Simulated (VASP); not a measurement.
## InSb in VASP 6.6.1, single-point calculation

INCAR

```
PREC = Accurate
IBRION = -1
LREAL = .FALSE.
LCHARG = .FALSE.
SIGMA = 0.02
NELM = 76
ISMEAR = -1
NBANDS = 16
LDAUU = 4 4 4
LASPH = .TRUE.
ENCUT = 520
LDAUL = 2 2 2
ISIF = 2
NSW = 0
GGA = PE
EDIFF = 1E-7
LDAUTYPE = 2
LWAVE = .FALSE.
LDAU = .TRUE.
```

KPOINTS

```
KPOINTS created by Atomic Simulation Environment
0
Gamma
6 6 6
0 0 0
```

POSCAR

```
In Sb
 1.0000000000000000
     0.0000000000000000    3.2795130174999998    3.3123081477000000
     3.2795130174999998    0.0000000000000000    3.3123081477000000
     3.2795130174999998    3.2795130174999998    0.0000000000000000
 In  Sb
   1   1
Cartesian
  0.0000000000000000  0.0000000000000000  0.0000000000000000
  1.6397565087499999  1.6397565087499999  1.6561540738500000
```

The recommended PBE PAW datasets give the neutral cell 18 valence electrons.

Command

```
mpirun -np 1 vasp_std
```

OSZICAR

```
N       E                     dE             d eps       ncg     rms          rms(c)
DAV:   1     0.113697463173E+03    0.11370E+03   -0.80416E+03   960   0.111E+03
DAV:   2     0.225098614527E+01   -0.11145E+03   -0.10766E+03  1064   0.278E+02
DAV:   3    -0.654226763698E+01   -0.87933E+01   -0.87698E+01  1264   0.822E+01
DAV:   4    -0.680139276554E+01   -0.25913E+00   -0.25909E+00  1168   0.160E+01
DAV:   5    -0.681585038309E+01   -0.14458E-01   -0.14457E-01  1568   0.322E+00    0.386E+00
DAV:   6    -0.672286611282E+01    0.92984E-01   -0.15097E-01  1424   0.555E+00    0.224E+00
DAV:   7    -0.671103123579E+01    0.11835E-01   -0.65495E-02  1320   0.229E+00    0.587E-01
DAV:   8    -0.671217576661E+01   -0.11445E-02   -0.73829E-03  1232   0.971E-01    0.246E-01
DAV:   9    -0.671292441106E+01   -0.74864E-03   -0.10949E-03  1128   0.264E-01    0.728E-02
DAV:  10    -0.671294656202E+01   -0.22151E-04   -0.47168E-05  1432   0.458E-02    0.415E-02
DAV:  11    -0.671298918058E+01   -0.42619E-04   -0.74544E-05  1104   0.547E-02    0.258E-02
DAV:  12    -0.671299066325E+01   -0.14827E-05   -0.13823E-06  1280   0.742E-03    0.743E-03
DAV:  13    -0.671299147535E+01   -0.81210E-06   -0.16311E-06  1152   0.688E-03    0.373E-03
DAV:  14    -0.671299124802E+01    0.22733E-06   -0.51808E-08  1064   0.176E-03    0.157E-03
DAV:  15    -0.671299125671E+01   -0.86861E-08   -0.15468E-08   840   0.745E-04
   1 F= -.67129913E+01 E0= -.67128376E+01  d E =-.307385E-03
```

It converged. Results: gap between bands v and c on the k mesh 0.00 eV; least direct gap on the k mesh 0.00 eV; pressure 0.7 GPa. Band v is the last that the valence electrons fill when counted band by band, and c is the next.

Q: What is wrong with this input?

A: Wrong count of Hubbard values. On sound settings PBE gives a gap of 0.00 eV on its mesh and a pressure of 1.0 GPa for the intended cell. This run's energy (σ→0) differs from it by 107 meV an atom.
